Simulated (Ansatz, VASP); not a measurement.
## ZnCo (linear Co-Zn chain): VASP beside Ansatz

Aim: how closely do two programs agree when they are given the same cell, functional and k mesh? The structure shown is the end of the Ansatz relaxation below.

Method: plane waves, with VASP 6.6.1 beside it; single point at PBE, in Ansatz 0.2.0.

**1. Starting point**

The cell holds 2 atoms: 1 Co and 1 Zn. Cell: a = 7.500 Å, b = 7.500 Å, c = 4.836 Å, α = 90.0°, β = 90.0°, γ = 90.0°. Vacuum lies along a and b. The structure's axis is c.

**2. Ansatz: relaxation, PBE**

Ansatz runs on its default PAW (the set named soft_2) files.

This run makes the geometry at which the two programs are then compared.

input.yaml reads:

```yaml
crystal:
  lattice:
    - [7.5, 0.0, 0.0]
    - [0.0, 7.5, 0.0]
    - [0.0, 0.0, 4.8112]
  atoms:
    - { symbol: Co, position: [0.5, 0.5, 0.0], spin: 2.0 }
    - { symbol: Zn, position: [0.5, 0.5, 0.5], spin: 0.5 }
magnetization:
  spin_polarized: true
kpoints:
  mp_grid: { grid: [1, 1, 17] }
scf:
  occupations: { method: fermi_dirac, width: 0.05 }
hamiltonian:
  xc: pbe
relax:
  cell: { fix: [a, b, alpha, beta, gamma] }
  max_steps: 60
```

The run is started by

```bash
ansatz run input.yaml --threads 4 --pin off --max-ram 8192MiB --backend cpu --events-out ev --progress --plain --runs-dir out
```

Numbers of over 12 decimals in the logs are rounded to 6 here.

What it wrote:

```text
Engine: ansatz 0.2.0, x86_64-unknown-linux-gnu
Pseudopotentials: kind: paw
Pseudopotential: Co, paw, valence charge 17, recommended cutoff 420 eV (normal), Co.paw.azcp
Pseudopotential: Zn, paw, valence charge 12, recommended cutoff 420 eV (normal), Zn.paw.azcp
Functional definition: PBE
  parameter kappa = 0.804
  parameter beta = 0.066725
  exchange = pbe_x(kappa = kappa, mu = beta*pi^2/3)
  correlation = pbe_c(beta = beta)
Crystal: 2 atoms, lattice volume = 270.630 Å³
Basis set: ecut = 420 eV, 5273 PW (Γ), exchange–correlation on 108×108×72 points (8 copies of the dense FFT grid, shifted against one another)
Bands: 20, of which v1, the nominal top of the filled ones, is band 15 counted from 1 (14 counted from 0)
Symmetry: 16 space group operations
Space group: P4/mmm (ITA 123), of the structure as read, at distance tolerance 6.5e-5 Å
Magnetic group: BNS 123.339 (UNI 999), of the structure as read, at distance tolerance 6.5e-5 Å
k-points: 9 of 17
Non-local potential: Co, projectors of the file, l = 0: 3, l = 1: 2, l = 2: 3, l = 3: 1
Non-local potential: Zn, projectors of the file, l = 0: 2, l = 1: 2, l = 2: 3, l = 3: 1
PAW form: soft (Blöchl's): semilocal exchange-correlation on the pseudo side does not see the compensation charge
PAW one-centre angular grid: Co, 590 points (default); XC on 64 Gauss nodes
PAW one-centre angular grid: Zn, 590 points (default); XC on 64 Gauss nodes
Initial density: superposition of atomic densities (neutral atoms: chi_scale 0, normalization atom)
Starting moments: Σ|m| = 2.5 μB on 2 of 2 sites
Initial wavefunctions: pseudopotential atomic-orbital guess
Functional: x = pbe(κ = 0.804, μ = 0.219515), c = pbe(β = 0.066725)
SCF iter   1: F=—  HF=-8439.493543 eV  |F-HF|=—  |Δ(HF+E_count)|=         —  Δρ=2.93e-2 (↑2.93e-2 ↓1.98e-2)  dr2=4.15e0  dr2_m=5.45e-1  M=2.161 μB ∫|m|=2.201 μB  β_m=0.30  ethr=3.10e-3  ⟨swp⟩=6.1  Hψ=1741  notcnv=0
Mixer restart at iter 1: flushing history
preconditioner: auto → LDOS  [metal: Δε(μ)=0.007 eV  Ē_g=6.273 eV  σ=0.050 eV  W_gap=0.04  n_scr=38 (ndim 8)  ℏωp=10.3 eV  f_vac=0.693  D(μ)=19.10/eV (n_scr^D=200)]
spin=Collinear: LDOS preconditioning applied to the charge; magnetization (m = ρ↑ − ρ↓) channel mixes plain (no charge-response kernel on spin).
SCF iter   2: F=—  HF=-8439.875286 eV  |F-HF|=—  |Δ(HF+E_count)|=   3.82e-1  Δρ=1.79e-2 (↑1.79e-2 ↓1.61e-2)  dr2=1.48e0  dr2_m=3.75e-1  M=2.176 μB ∫|m|=2.256 μB  β_m=0.61  ethr=3.10e-3  ⟨swp⟩=2.5  Hψ=700  notcnv=0  defer=5
SCF iter   3: F=—  HF=-8440.933619 eV  |F-HF|=—  |Δ(HF+E_count)|=    1.06e0  Δρ=6.17e-3 (↑1.42e-3 ↓6.17e-3)  dr2=5.08e-2  dr2_m=2.60e-2  M=2.173 μB ∫|m|=2.285 μB  β_m=0.66  ethr=3.10e-3  ⟨swp⟩=3.0  Hψ=756  notcnv=0  defer=4
SCF iter   4: F=—  HF=-8441.037369 eV  |F-HF|=—  |Δ(HF+E_count)|=         —  Δρ=2.97e-3 (↑2.97e-3 ↓2.80e-3)  dr2=8.35e-3  dr2_m=1.53e-2  M=2.152 μB ∫|m|=2.252 μB  β_m=0.66  ethr=1.75e-4  ⟨swp⟩=3.1  Hψ=917  notcnv=0  defer=2
Mixer restart at iter 4: flushing history
SCF iter   5: F=—  HF=-8441.050792 eV  |F-HF|=—  |Δ(HF+E_count)|=   1.34e-2  Δρ=2.28e-3 (↑1.43e-3 ↓2.28e-3)  dr2=5.23e-3  dr2_m=6.80e-3  M=2.126 μB ∫|m|=2.229 μB  β_m=0.83  ethr=2.88e-5  ⟨swp⟩=2.0  Hψ=646  notcnv=0  defer=2
SCF iter   6: F=—  HF=-8441.058148 eV  |F-HF|=—  |Δ(HF+E_count)|=   7.36e-3  Δρ=1.64e-3 (↑1.64e-3 ↓1.22e-3)  dr2=8.05e-3  dr2_m=1.80e-3  M=2.111 μB ∫|m|=2.221 μB  β_m=0.78  ethr=1.80e-5  ⟨swp⟩=2.1  Hψ=789  notcnv=0  defer=4
SCF iter   7: F=—  HF=-8441.054406 eV  |F-HF|=—  |Δ(HF+E_count)|=   3.74e-3  Δρ=3.43e-4 (↑2.49e-4 ↓3.43e-4)  dr2=5.50e-4  dr2_m=2.86e-5  M=2.096 μB ∫|m|=2.211 μB  β_m=0.76  ethr=1.80e-5  ⟨swp⟩=2.0  Hψ=644  notcnv=0  defer=4
SCF iter   8: F=—  HF=-8441.054441 eV  |F-HF|=—  |Δ(HF+E_count)|=   3.55e-5  Δρ=1.81e-4 (↑9.63e-5 ↓1.81e-4)  dr2=9.42e-5  dr2_m=7.60e-6  M=2.094 μB ∫|m|=2.209 μB  β_m=0.72  ethr=1.90e-6  ⟨swp⟩=2.0  Hψ=762  notcnv=0  defer=5
SCF iter   9: F=—  HF=-8441.054449 eV  |F-HF|=—  |Δ(HF+E_count)|=   8.03e-6  Δρ=7.15e-5 (↑4.04e-5 ↓7.15e-5)  dr2=1.72e-5  dr2_m=9.22e-7  M=2.095 μB ∫|m|=2.210 μB  β_m=0.74  ethr=3.25e-7  ⟨swp⟩=2.3  Hψ=530  notcnv=0  defer=5
SCF iter  10: F=—  HF=-8441.054449 eV  |F-HF|=—  |Δ(HF+E_count)|=   5.66e-8  Δρ=2.00e-5 (↑1.01e-5 ↓2.00e-5)  dr2=1.48e-6  dr2_m=8.62e-8  M=2.095 μB ∫|m|=2.210 μB  β_m=0.71  ethr=5.93e-8  ⟨swp⟩=2.1  Hψ=504  notcnv=0  defer=5
SCF iter  11: F=—  HF=-8441.054449 eV  |F-HF|=—  |Δ(HF+E_count)|=   3.47e-7  Δρ=4.12e-6 (↑7.17e-7 ↓4.12e-6)  dr2=3.90e-8  dr2_m=8.89e-9  M=2.095 μB ∫|m|=2.210 μB  β_m=0.69  ethr=5.10e-9  ⟨swp⟩=2.1  Hψ=492  notcnv=0  defer=5
SCF iter  12: F=-8441.054449 eV  HF=-8441.054449 eV  |F-HF|=2.14e-9  |Δ(HF+E_count)|=   7.74e-9  Δρ=1.06e-6 (↑1.06e-6 ↓6.89e-7)  dr2=3.37e-9  dr2_m=2.19e-10  M=2.095 μB ∫|m|=2.210 μB  ethr=1.35e-10  ⟨swp⟩=2.8  Hψ=1112  notcnv=0
SCF 1 converged in 12 iterations: F = -8441.054449 eV  dr2 = 3.37e-9
[...]
SCF 2 converged in 7 iterations: F = -8441.054888 eV  dr2 = 2.17e-8
relax step   2: F+E_penalty+E_count = -8441.05488754 eV  Δ(F+E_penalty+E_count) = -4.386e-4 eV  max|allowed force component| = 1.262e-28 eV/Å  Δτ_max = 0.0000 Å  P = -0.029 GPa  Ω = 271.183 Å³  energy of the carried Pulay correction = -4.739e-5 eV  fix = [a, b, alpha, beta, gamma]  reactions: a -0.097, b -0.097 GPa  (7 SCF iters, dr2 threshold 7.67e-8 eV, accepted)
[...]
relax step   3: F+E_penalty+E_count = -8441.05510653 eV  Δ(F+E_penalty+E_count) = -2.190e-4 eV  max|allowed force component| = 7.826e-28 eV/Å  Δτ_max = 0.0000 Å  P = -0.064 GPa  Ω = 272.042 Å³  energy of the carried Pulay correction = -1.208e-4 eV  fix = [a, b, alpha, beta, gamma]  reactions: a -0.097, b -0.097 GPa  (8 SCF iters, dr2 threshold 2.84e-8 eV, accepted)
[...]
relax step   4: F+E_penalty+E_count = -8441.05526769 eV  Δ(F+E_penalty+E_count) = -1.612e-4 eV  max|allowed force component| = 1.313e-27 eV/Å  Δτ_max = 0.0000 Å  P = -0.064 GPa  Ω = 272.042 Å³  fix = [a, b, alpha, beta, gamma]  reactions: a -0.097, b -0.097 GPa  stress off target by 2.59e-3 GPa on what of the cell is left free  SCF on the basis re-selected at this cell (its energy is not comparable with the rows above)  (13 SCF iters)
basis re-selected at this cell: Δ(F+E_penalty+E_count) = -1.612e-4 eV, ΔP = -0.000 GPa vs the last step (what re-selecting the basis moved, of the pressure what is left beyond the Pulay correction that the steps carried, after the strain that the cell walked since its last selection, with what the two solves' SCF thresholds leave and, on support functions, any second-order correction that the steps lacked; it is no m [...]
SCF converged after 13 iterations
Magnetization: 2.1039 μB (15.5519 up, 13.4481 down)
Absolute magnetization: 2.2150 μB (∫|ρ↑−ρ↓|, with the PAW one-centre terms)
Spin contamination: 0.0168 ħ² per cell (⟨S²⟩ above its minimum at these occupations)
Per-site moments (μB) at R_I (Å): [(1.882172, 0.997488), (-0.00575086, 0.997488)]
Free energy (F): -8441.055268 eV
Harris-Foulkes:  -8441.055268 eV  (|F-HF|=8.91e-11)
Internal energy: -8441.045187 eV  (E = F + TS)
E sigma→0 (E₀):  -8441.050228 eV
Entropy (-TS):   -0.010080 eV (-5.040 meV/atom)
Fermi energy:    -2.044732 eV
--- Per-component energies (eV) ---
  E_band       = -678.306715
  E_kinetic    = 579.684614
  E_local      = -10151.440606  (includes V_loc(G=0)·N_el)
  E_nonlocal   = 1080.206400
  E_hartree    = 4480.147753
  E_xc         = -289.710530
  E_vxc        = -247.796877  (∫ρ·V_xc dr)
  E_paw        = -3350.761771  (= ΣΔE_a)
  E_vpaw       = -899.255493  (= ΣTr[D̂ρ^β])
  E_aug_tail   = -0.000281  (compensation charges beyond the density's cutoff)
  E_ewald      = -789.170767
  E_smearing   = -0.010080  (= −TS)
  E_closure    = -0.000000  (closes the sum)
  Σ components = -8441.055268   (vs F -8441.055268, Δ=0.00e0)
--- Forces (eV/Å), atoms counted from 1 ---
  atom   1  Co    -0.00000000     0.00000000     0.00000000
  atom   2  Zn     0.00000000     0.00000000     0.00000000
  max |Σ_I F_I| component: 2.63e-27 eV/Å
--- Stress (GPa, compression-positive) ---
       -0.097488       0.000000       0.000000
        0.000000      -0.097488       0.000000
        0.000000       0.000000       0.002593
  P = ⅓ Tr σ = -0.0641 GPa (-0.641 kbar)
--- Relaxed structure (3 steps of the walk, 3 accepted, 1 SCFs on fresh bases) ---
  F+E_penalty+E_count = -8441.05526769 eV   max|allowed force component| = 1.313e-27 eV/Å   (the final SCF, on the basis selected at the relaxed cell)
  cell:  # Å, volume = 272.0420 Å³
    - [7.5, 0.0, 0.0]
    - [0.0, 7.5, 0.0]
    - [0.0, 0.0, 4.836303]
  atoms:
    - { symbol: Co, position: [0.500000, 0.500000, 0.0] }
    - { symbol: Zn, position: [0.500000, 0.500000, 0.500000] }
```

Reading the cycles: dr2 is the Hartree energy of the density residual (eV), the measure of convergence; HF is the Harris–Foulkes estimate of the energy, which meets the free energy F at convergence.

**3. VASP: single point, PBE**

The same cell, functional, mesh and smearing now go to VASP, with its own data sets.

Lines of VASP's logs that name or quote its potential files are left out, and so is its time.

INCAR reads:

```
SYSTEM = ZnCo
PREC = Accurate
ENCUT = 600
EDIFF = 1E-06
NELM = 200
ISMEAR = -1
SIGMA = 0.05
LREAL = .FALSE.
ALGO = Normal
GGA = PE
NBANDS = 19
ISPIN = 2
MAGMOM = 1.88 -0.01
LASPH = .TRUE.
LMAXMIX = 4
LORBIT = 11
LWAVE = .FALSE.
LCHARG = .FALSE.
ISIF = 2
GGA_COMPAT = .FALSE.
```

POSCAR reads:

```
ZnCo
1.0
    7.5000000000      0.0000000000      0.0000000000
    0.0000000000      7.5000000000      0.0000000000
    0.0000000000      0.0000000000      4.8363030912
Co Zn
1 1
Direct
    0.5000000000      0.5000000000      0.0000000000
    0.5000000000      0.5000000000      0.5000000000
```

KPOINTS reads:

```
Automatic mesh
0
Gamma
1 1 17
0 0 0
```

PAW data sets: Co and Zn (PBE family, release 64).

The run is started by

```bash
mpirun -np 1 vasp_std
```

What it wrote:

```text
[banner, memory and clock lines left out]
running    1 mpi-ranks, on    1 nodes
 distrk:  each k-point on    1 cores,    1 groups
 distr:  one band on    1 cores,    1 groups

 POSCAR found type information on POSCAR CoZn
 POSCAR found :  2 types and       2 ions
 LDA part: xc-table for (Slater+PW92), standard interpolation
 POSCAR, INCAR and KPOINTS ok, starting setup
 FFT: planning ... GRIDC
 FFT: planning ... GRID_SOFT
 FFT: planning ... GRID
 WAVECAR not read
 entering main loop
       N       E                     dE             d eps       ncg     rms          rms(c)
DAV:   1     0.909311657123E+02    0.90931E+02   -0.75647E+03   684   0.882E+02
DAV:   2     0.395362390926E+00   -0.90536E+02   -0.85012E+02   693   0.192E+02
DAV:   3    -0.379043669999E+01   -0.41858E+01   -0.41441E+01   789   0.509E+01
DAV:   4    -0.383203236272E+01   -0.41596E-01   -0.41558E-01   754   0.542E+00
DAV:   5    -0.383326212282E+01   -0.12298E-02   -0.12297E-02   957   0.684E-01    0.787E+00
DAV:   6    -0.402412373363E+01   -0.19086E+00   -0.66214E+00   750   0.232E+01    0.997E+00
DAV:   7    -0.365872337782E+01    0.36540E+00   -0.45517E+00   720   0.212E+01    0.332E+00
DAV:   8    -0.396298303766E+01   -0.30426E+00   -0.11296E+00   737   0.412E+00    0.357E+00
DAV:   9    -0.405685270662E+01   -0.93870E-01   -0.55992E-02   765   0.141E+00    0.272E+00
DAV:  10    -0.405292963415E+01    0.39231E-02   -0.28886E-02   705   0.141E+00    0.151E+00
DAV:  11    -0.406103781600E+01   -0.81082E-02   -0.46990E-02   722   0.161E+00    0.614E-01
DAV:  12    -0.405850397267E+01    0.25338E-02   -0.38832E-03   737   0.560E-01    0.419E-01
DAV:  13    -0.405887307149E+01   -0.36910E-03   -0.33921E-03   723   0.418E-01    0.684E-02
DAV:  14    -0.405890760324E+01   -0.34532E-04   -0.25406E-04   723   0.128E-01    0.609E-02
DAV:  15    -0.405892067628E+01   -0.13073E-04   -0.59228E-05   750   0.487E-02    0.246E-02
DAV:  16    -0.405893724946E+01   -0.16573E-04   -0.64758E-05   708   0.441E-02    0.250E-02
DAV:  17    -0.405895973200E+01   -0.22483E-04   -0.15864E-05   705   0.358E-02    0.826E-03
DAV:  18    -0.405897884932E+01   -0.19117E-04   -0.40712E-06   723   0.149E-02    0.568E-03
DAV:  19    -0.405899634697E+01   -0.17498E-04   -0.25843E-06   705   0.113E-02    0.275E-03
DAV:  20    -0.405900202851E+01   -0.56815E-05   -0.50330E-07   660   0.357E-03    0.168E-03
DAV:  21    -0.405900448956E+01   -0.24610E-05   -0.33854E-07   575   0.335E-03    0.828E-04
DAV:  22    -0.405900514380E+01   -0.65424E-06   -0.14186E-07   563   0.207E-03
   1 F= -.40590051E+01 E0= -.40543815E+01  d E =-.924730E-02  mag=     2.0949
```

From OUTCAR (step 3):

```text
ion  position               nearest neighbor table
   1  0.500  0.500  0.000-   2 2.42   2 2.42
   2  0.500  0.500  0.500-   1 2.42   1 2.42

  LATTYP: Found a simple tetragonal cell.
 ALAT       =     7.5000000000
 C/A-ratio  =     0.6448404122

 Subroutine GETGRP returns: Found 16 space group operations
 (whereof 16 operations were pure point group operations)

The static configuration has the point symmetry D_4h.

 Found      9 irreducible k-points:

   k-points           NKPTS =      9   k-points in BZ     NKDIM =      9   number of bands    NBANDS=     19

   dimension x,y,z NGX =    60 NGY =   60 NGZ =   40
   dimension x,y,z NGXF=   120 NGYF=  120 NGZF=   80

   ENCUT  =  600.0 eV  44.10 Ry    6.64 a.u.  14.98 14.98  9.66*2*pi/ulx,y,z

   NELECT =      21.0000    total number of electrons

 k-points in reciprocal lattice and weights: Automatic mesh
   0.00000000  0.00000000  0.00000000       0.059
   0.00000000  0.00000000  0.05882353       0.118
   0.00000000  0.00000000  0.11764706       0.118
   0.00000000  0.00000000  0.17647059       0.118
   0.00000000  0.00000000  0.23529412       0.118
   0.00000000  0.00000000  0.29411765       0.118
   0.00000000  0.00000000  0.35294118       0.118
   0.00000000  0.00000000  0.41176471       0.118
   0.00000000  0.00000000  0.47058824       0.118

 average (electrostatic) potential at core
       1 -90.7946       2 -42.0630

 E-fermi :  -2.8152

 spin component 1
 k-point     1 :       0.0000    0.0000    0.0000
  band No.  band energies     occupation
    ...
      7      -5.0950      1.00000
      8      -4.8421      1.00000
      9      -4.1290      1.00000
     10      -4.1290      1.00000
     11      -4.0821      1.00000
     12      -1.3603      0.00000
     13      -1.3603      0.00000
     14      -0.8265      0.00000
     15       0.3274      0.00000
     16       1.3220      0.00000
    ...

 k-point     2 :       0.0000    0.0000    0.0588
  band No.  band energies     occupation
    ...
      7      -5.0950      1.00000
      8      -4.8455      1.00000
      9      -4.1387      1.00000
     10      -4.1387      1.00000
     11      -4.0820      1.00000
     12      -1.3278      0.00000
     13      -1.3278      0.00000
     14      -1.0932      0.00000
     15       0.3725      0.00000
     16       1.6047      0.00000
    ...

 k-point     3 :       0.0000    0.0000    0.1176
  band No.  band energies     occupation
    ...
      7      -5.0950      1.00000
      8      -4.8558      1.00000
      9      -4.1657      1.00000
     10      -4.1657      1.00000
     11      -4.0818      1.00000
     12      -1.6452      0.00000
     13      -1.2321      0.00000
     14      -1.2321      0.00000
     15       0.4574      0.00000
     16       1.8043      0.00000
    ...

 k-point     4 :       0.0000    0.0000    0.1765
  band No.  band energies     occupation
    ...
      7      -5.0951      1.00000
      8      -4.8742      1.00000
      9      -4.2051      1.00000
     10      -4.2051      1.00000
     11      -4.0814      1.00000
     12      -2.2551      0.00001
     13      -1.0775      0.00000
     14      -1.0775      0.00000
     15       0.5722      0.00000
     16       1.9121      0.00000
    ...

 k-point     5 :       0.0000    0.0000    0.2353
  band No.  band energies     occupation
    ...
      8      -4.9041      1.00000
      9      -4.2504      1.00000
     10      -4.2504      1.00000
     11      -4.0809      1.00000
     12      -2.8470      0.65347
     13      -0.8694      0.00000
     14      -0.8694      0.00000
     15       0.7246      0.00000
     16       2.0631      0.00000
     17       2.8094      0.00000
    ...

 k-point     6 :       0.0000    0.0000    0.2941
  band No.  band energies     occupation
    ...
      8      -4.9537      1.00000
      9      -4.2949      1.00000
     10      -4.2949      1.00000
     11      -4.0805      1.00000
     12      -3.3851      0.99999
     13      -0.6131      0.00000
     14      -0.6131      0.00000
     15       0.9178      0.00000
     16       2.2576      0.00000
     17       2.2731      0.00000
    ...

  Total       -0.1792319     -0.1792319      0.0589277     -0.0000000      0.0000000      0.0000000
  in kB       -1.0555768     -1.0555768      0.3470514     -0.0000000      0.0000000      0.0000000
  external PRESSURE =      -0.5880341 kB  Pullay stress =       0.0000000 kB

  energy-cutoff  :      600.00
  volume of cell :      272.04
      direct lattice vectors                 reciprocal lattice vectors
     7.500000000  0.000000000  0.000000000     0.133333333  0.000000000  0.000000000
     0.000000000  7.500000000  0.000000000     0.000000000  0.133333333  0.000000000
     0.000000000  0.000000000  4.836303091     0.000000000  0.000000000  0.206769506

 POSITION                                       TOTAL-FORCE (eV/Angst)
 -----------------------------------------------------------------------------------
      3.75000      3.75000      0.00000         0.000000      0.000000      0.000000
      3.75000      3.75000      2.41815         0.000000      0.000000      0.000000
 -----------------------------------------------------------------------------------
    total drift:                                0.000000      0.000000     -0.000000

  FREE ENERGIE OF THE ION-ELECTRON SYSTEM (eV)
  ---------------------------------------------------
  free  energy   TOTEN  =        -4.0590051438 eV

  energy  without entropy=       -4.0497578392  energy(sigma->0) =       -4.05438149

 total charge
# of ion       s       p       d       tot
------------------------------------------
    1        0.456   0.103   7.281   7.840
    2        0.771   0.198   9.729  10.699
--------------------------------------------------
tot          1.227   0.301  17.010  18.539

 magnetization (x)
# of ion       s       p       d       tot
------------------------------------------
    1        0.073   0.008   1.864   1.945
    2       -0.007  -0.011   0.005  -0.012
--------------------------------------------------
tot          0.066  -0.002   1.869   1.933

[... 6 further parts left out ...]
```

**4. Side by side**

Known differences besides the potentials themselves: VASP starts from the moments at which Ansatz ended; the data sets hold 29 valence electrons in Ansatz (on its default PAW (the set named soft_2) files) and 21 in VASP; the cutoff is 420 eV in Ansatz and 600 eV in VASP; Ansatz's pressure holds a Pulay correction, VASP's none; site moments are counted in spheres of each program's own size. Total energies have different zeros and are not compared.

The two programs side by side:

```
          quantity  Ansatz   VASP  difference
    pressure (GPa)   -0.06  -0.06       -0.01
 total moment (μB)    2.10   2.09       +0.01
moment on Co1 (μB)    1.88   1.95       -0.06
```

**5. Outcome**

| Quantity | Value |
| --- | --- |
| difference in total moment (single point, PBE) | 0.0090 μB |

What this shows: The difference in total moment is 0.0090 μB (single point, PBE). The data sets hold unlike numbers of valence electrons (29 in Ansatz and 21 in VASP), so part of the differences comes from the potentials. Such differences can come from data sets, numerical settings and the points named under the comparisons, not from the functional's error against experiment.

[Lines on the potential files, build, host, timing and source positions are cut from VASP's logs without a mark.]

[Logs are printed without paths, hosts, clocks, repeated set-up lines and the standing remarks that a program may print on its own settings, such as how far it seeks lower states.]

[Hosts, paths, dates, database ids (printed as entryN), source tags and the programs' standing remarks are cut or masked in the printed files.]
